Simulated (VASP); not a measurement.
VASP input:

### INCAR
```
LCHARG=F
LASPH=T   # aspherical one-centre terms
ENCUT=520   # plane-wave cut-off (eV)
SYSTEM=BaSnO3
NSW=60
METAGGA=R2SCAN
NELM=100
PREC=Accurate
EDIFF=1E-6   # SCF stop (eV)
LREAL=F
EDIFFG=-0.02   # ionic stop
LWAVE=F
SIGMA=0.05   # width (eV)
ISMEAR=0
LMIXTAU=T
ISIF=3   # ions, shape and volume
ALGO=Normal
IBRION=2   # conjugate gradients
LMAXMIX=4   # l cut-off of mixed one-centre charges
```

File POSCAR:
```
BaSnO3
1.0
  4.1357999885   0.0000000000   0.0000000000
  0.0000000000   4.1357999885   0.0000000000
  0.0000000000   0.0000000000   4.1357999885
Ba Sn O
1 1 3
Cart
  0.0000000000   0.0000000000   0.0000000000
  2.0678999942   2.0678999942   2.0678999942
  2.0678999942   0.0000000000   2.0678999942
  0.0000000000   2.0678999942   2.0678999942
  2.0678999942   2.0678999942   0.0000000000
```

File KPOINTS:
```
Automatic mesh
0
Gamma
5 5 5
0 0 0
```

POTCAR, in this order: Ba_sv Sn_d O (PBE.64 set). Program: vasp_std.

Problem. Write an equivalent input for Ansatz.

Solution. One equivalent input (not run):
Ansatz 0.2 input:
```yaml
crystal:
  lattice:
    - [4.1358000, 0.0000000, 0.0000000]
    - [0.0000000, 4.1358000, 0.0000000]
    - [0.0000000, 0.0000000, 4.1358000]
  atoms:
    - { symbol: Ba, position: [0.0000000, 0.0000000, 0.0000000] }
    - { symbol: Sn, position: [0.5000000, 0.5000000, 0.5000000] }
    - { symbol: O, position: [0.5000000, 0.0000000, 0.5000000] }
    - { symbol: O, position: [0.0000000, 0.5000000, 0.5000000] }
    - { symbol: O, position: [0.5000000, 0.5000000, 0.0000000] }
kpoints:
  mp_grid: { grid: [5, 5, 5] }
hamiltonian:
  xc: r2scan
  pseudopotentials: { kind: paw }
scf:
  occupations: { method: gaussian, width: 0.05 }
  max_iter: 100
relax:
  max_steps: 60
  f_tol: 0.02
  cell: {}
output: { forces: true, stress: true, eigenvalues: true }
```
The two are equivalent in intent, not identical: each code has its own PAW files, so the cut-off isn't converted (ENCUT is set for VASP's; basis.ecutwfc is left out, and Ansatz then takes the one that its files recommend); Ansatz stops its SCF on the density residual and VASP on the energy change (EDIFF).

The compound is BaSnO3 in the cubic perovskite structure. This run relaxes it. Symmetry was kept, so distortions that lower it aren't found. The start is the result of an earlier pass.
